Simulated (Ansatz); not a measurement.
A Ti$_{3}$Al cell: a crystal with Al and Ti atoms exchanged, relaxed.

```yaml
crystal:
  lattice:
    - [-5.80569, -0.07941, -4.65903]
    - [2.94144, 5.00590, -4.62172]
    - [2.84706, -5.00124, -4.67508]
  atoms:
    - { symbol: Ti, position: [0.07451, 0.91885, 0.75351] }
    - { symbol: Ti, position: [0.74393, 0.59456, 0.41377] }
    - { symbol: Ti, position: [0.41738, 0.24022, 0.09085] }
    - { symbol: Ti, position: [0.26073, 0.90437, 0.08805] }
    - { symbol: Ti, position: [0.92715, 0.58113, 0.74807] }
    - { symbol: Ti, position: [0.58922, 0.25184, 0.41772] }
    - { symbol: Ti, position: [0.24625, 0.08018, 0.42097] }
    - { symbol: Al, position: [0.91585, 0.75167, 0.08443] }
    - { symbol: Ti, position: [0.58676, 0.41655, 0.75389] }
    - { symbol: Ti, position: [0.59133, 0.74415, 0.91576] }
    - { symbol: Al, position: [0.24862, 0.41429, 0.58603] }
    - { symbol: Ti, position: [0.92491, 0.08692, 0.24670] }
    - { symbol: Ti, position: [0.40266, 0.75681, 0.59067] }
    - { symbol: Ti, position: [0.07707, 0.42757, 0.24779] }
    - { symbol: Ti, position: [0.74805, 0.08871, 0.91209] }
    - { symbol: Ti, position: [0.41939, 0.57085, 0.25422] }
    - { symbol: Ti, position: [0.09025, 0.24520, 0.90852] }
    - { symbol: Ti, position: [0.74143, 0.92328, 0.58061] }
    - { symbol: Ti, position: [0.58233, 0.91747, 0.25229] }
    - { symbol: Al, position: [0.25217, 0.57945, 0.91903] }
    - { symbol: Al, position: [0.91787, 0.25432, 0.58029] }
    - { symbol: Al, position: [0.07973, 0.75470, 0.41735] }
    - { symbol: Ti, position: [0.74795, 0.41504, 0.08657] }
    - { symbol: Al, position: [0.41388, 0.07873, 0.75505] }
```

All numbers below come from DFT PBE, scalar-relativistic, plane waves, PAW in Ansatz 0.2.0.

Plane waves to 420 eV, a k mesh through Γ of 5×5×5 on the computed 24-atom cell and Gaussian smearing (0.10 eV); no spin polarisation.

Question: Describe its local order.

Answer: Counting as bonded all pairs within 1.3 times the summed covalent radii:

| atom → neighbour | mean count | mean length (Å) | spread (Å) |
| --- | --- | --- | --- |
| Al → Al | 2.00 | 2.90 | 0.05 |
| Al → Ti | 10.00 | 2.87 | 0.05 |
| Ti → Al | 3.33 | 2.87 | 0.05 |
| Ti → Ti | 12.89 | 3.26 | 0.54 |

Angles between all pairs of such bonds at an atom (mean ± spread): 97 ± 34° at Al, 95 ± 36° at Ti.

Question: Does it have a gap?

Answer: It has no gap on the mesh. Levels at Γ next to the Fermi level (eV from it): -0.37, -0.27, -0.19, -0.17, -0.07, -0.03, 0.12, 0.16, 0.18, 0.23, 0.32, 0.43. It lies 0.20 eV/atom below the elements' standard states (static lattices, no corrections for gases).

The final mesh leaves forces up to 0.13 eV/Å and stresses up to 0.3 GPa: the relaxation ran on a coarser mesh, so the cell's shape, its bonds and its energy belong partly to that mesh.

Cost: 2 runs of about 21 core-minutes in all (earlier runs that led there not counted), on Arm Neoverse V1 (shared hosts).